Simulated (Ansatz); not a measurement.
## hcp against bcc along group 14

All numbers below come from Ansatz 0.2.0, DFT, BLYP, plane waves (420 eV) with PAW, scalar-relativistic. (PAW data from PBE, frozen cores regenerated.)

Each structure is relaxed within its symmetry, in the lowest magnetic state of the tried starts. Differences under about 8 meV lie within the error of the k-point mesh.

```tsv
element	E(hcp) − E(bcc) (meV/atom)	V(hcp) (Å³/atom)	V(bcc) (Å³/atom)	state of hcp	state of bcc
Si	-1	16.57	16.44	spin not included	spin not included
Ge	-1	21.56	21.55	spin not included	spin not included
Sn	?	?	?	?	?
Pb	-22	34.78	34.79	spin not included	spin not included
```

Fill in the row of Sn.

E(hcp) − E(bcc) (meV/atom): -11; V(hcp) (Å³/atom): 30.66; V(bcc) (Å³/atom): 30.57; state of hcp: spin not included; state of bcc: spin not included.
